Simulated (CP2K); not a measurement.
**Hg in CP2K: convergence with ngrids**

Input of the first run (ngrids 1); the others differ in this setting and in those tied to it:

hg_converge.inp

```
&GLOBAL
  PROJECT hg_converge
  RUN_TYPE ENERGY_FORCE
  PRINT_LEVEL LOW
&END GLOBAL
&FORCE_EVAL
  METHOD QS
  STRESS_TENSOR ANALYTICAL
  &DFT
    BASIS_SET_FILE_NAME BASIS_MOLOPT_UZH
    POTENTIAL_FILE_NAME GTH_POTENTIALS
    &MGRID
      CUTOFF 450
      REL_CUTOFF 60
      NGRIDS 1
    &END MGRID
    &QS
      METHOD GPW
      EPS_DEFAULT 1.0E-10
    &END QS
    &KPOINTS
      SCHEME MONKHORST-PACK 8 8 8
      GAMMA_CENTERED T
      SYMMETRY T
      SYMMETRY_BACKEND SPGLIB
    &END KPOINTS
    &SCF
      SCF_GUESS ATOMIC
      EPS_SCF 1.0E-6
      MAX_SCF 100
      ADDED_MOS 8
      CHOLESKY OFF
      EPS_EIGVAL 1.0E-7
      &DIAGONALIZATION ON
        ALGORITHM STANDARD
      &END DIAGONALIZATION
      &MIXING ON
        METHOD BROYDEN_MIXING
        ALPHA 0.4
        BETA 1.5
        NBUFFER 8
      &END MIXING
      &SMEAR ON
        METHOD FERMI_DIRAC
        ELECTRONIC_TEMPERATURE 116.05
      &END SMEAR
    &END SCF
    &XC
      &XC_FUNCTIONAL
        &LDA_X
        &END LDA_X
        &LDA_C_PW
        &END LDA_C_PW
      &END XC_FUNCTIONAL
    &END XC
    &PRINT
      &KPOINTS ON
      &END KPOINTS
      &MULLIKEN ON
      &END MULLIKEN
      &MO ON
        ENERGIES T
        OCCUPATION_NUMBERS T
        &EACH
          QS_SCF 0
        &END EACH
        ADD_LAST NUMERIC
      &END MO
    &END PRINT
  &END DFT
  &SUBSYS
    &CELL
      A 3.2927115840 0.0000000000 0.0000000000
      B -1.0525364362 3.0838289085 0.0000000000
      C -1.1357466253 -1.6074948372 2.6595586698
      PERIODIC XYZ
    &END CELL
    &COORD
      SCALED
      Hg  0.4484400000 0.5043930000 -0.0352920000
    &END COORD
    &KIND Hg
      BASIS_SET DZVP-MOLOPT-PBE-GTH-q12
      POTENTIAL GTH-PADE-q12
    &END KIND
    &PRINT
      &ATOMIC_COORDINATES ON
      &END ATOMIC_COORDINATES
      &CELL ON
      &END CELL
      &SYMMETRY ON
      &END SYMMETRY
    &END PRINT
  &END SUBSYS
  &PRINT
    &FORCES ON
    &END FORCES
    &STRESS_TENSOR ON
    &END STRESS_TENSOR
  &END PRINT
&END FORCE_EVAL
```

Potentials or basis: GTH_POTENTIALS Hg GTH-PADE-q12; DZVP-MOLOPT-PBE-GTH basis.

Command:

```console
$ OMP_NUM_THREADS=1 cp2k.psmp -i hg_converge.inp -o hg_converge.out
```

The cell isn't the ideal one: cell strained at random at fixed volume.

Hardware: 1 thread of Arm Neoverse V2, on a shared host.

| ngrids | energy less the tightest run, at zero smearing (meV/atom) | SCF cycles | CPU time (s) | peak memory (GiB) |
| --- | --- | --- | --- | --- |
| 1 | 0.00 | 12 | 380 | 0.24 |
| 2 | 0.00 | 12 | 93 | 0.24 |
| 3 | 0.00 | 12 | 44 | 0.23 |
| 4 | 0.00 | 12 | 34 | 0.23 |
| 5 | 0.00 | 12 | 34 | 0.23 |
| 6 | 0.00 | 12 | 34 | 0.23 |

Against the tightest run, the energy stays within 1 meV/atom from 1 on. The tightest run that finished is the yardstick and may itself not be fully converged.

 The run has no spin-orbit coupling, so splittings on Hg are missing.
